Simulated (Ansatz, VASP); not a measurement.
# Ta2H: VASP beside Ansatz

File INCAR:

```
SYSTEM = Ta2H
PREC     = Accurate       ! precision mode
ENCUT    = 520            ! plane-wave cutoff, eV
EDIFF    = 1E-6           ! SCF threshold, eV
ISMEAR   = 0              ! smearing method
SIGMA    = 0.1            ! smearing width, eV
LREAL    = .False.        ! projectors in reciprocal space
LASPH    = .True.         ! aspherical terms in the spheres
NELM     = 60             ! most SCF steps
ALGO     = Normal         ! electronic algorithm
ISIF     = 2              ! what is computed and relaxed
LWAVE    = .False.        ! write WAVECAR
LCHARG   = .False.        ! write CHGCAR
GGA      = PS             ! functional
NBANDS   = 18             ! bands
```

KPOINTS

```
regular mesh
0
Gamma
  8 8 8
  0 0 0
```

File POSCAR:

```
Ta2H
1.0
    3.3724360000      0.0000000000      0.0000000000
    0.0000000000      3.3724360000      0.0000000000
    0.0000000000      0.0000000000      3.4101120000
Ta H
2 1
Direct
    0.5000000000      0.0000000000      0.7413230000
    0.0000000000      0.5000000000      0.2586770000
    0.0000000000      0.0000000000      0.0000000000
```

Input for Ansatz:

```yaml
crystal:
  lattice:
    - [3.372436, 0.0, 0.0]
    - [0.0, 3.372436, 0.0]
    - [0.0, 0.0, 3.410112]
  atoms:
    - { symbol: Ta, position: [0.5, 0.0, 0.741323] }
    - { symbol: Ta, position: [0.0, 0.5, 0.258677] }
    - { symbol: H, position: [0.0, 0.0, 0.0] }
kpoints:
  mp_grid:
    grid: [8, 8, 8]
    shift: [0.0, 0.0, 0.0]
hamiltonian:
  xc: pbesol
  pseudopotentials:
    kind: paw
scf:
  occupations:
    method: gaussian
    width: 0.1
output:
  stress: true
```

The cell comes from a database or a generator and needn't be the stable form of this composition.

Alike in both runs: task single point; functional PBEsol; k mesh 8 × 8 × 8; occupations gaussian, width 0.1 eV; no spin polarisation.

|  | VASP | Ansatz |
| --- | --- | --- |
| version | VASP 6.6.1 | Ansatz 0.2.0 |
| potentials or method | VASP PAW PBE potentials, release 64 (Ta_pv, H) | plane waves, PAW |
| plane-wave cutoff (eV) | 520 | 420 |
| valence electrons in the cell | 23 | 27 |

VASP gave:

| Item | Value |
| --- | --- |
| pressure (GPa) | -4.3 |
| largest component of the traceless stress (GPa) | 0.64 |

**Question.** Estimate Ansatz's values.

**Answer.** Pressure (GPa): -4.4; largest component of the traceless stress (GPa): 0.61.

The two sets of potentials don't hold the same shells in valence.

Caveats: the PAW data sets were made with another functional, which shifts forces and pressure a little (VASP). Spin-orbit coupling is left out, which matters for the levels of Ta.
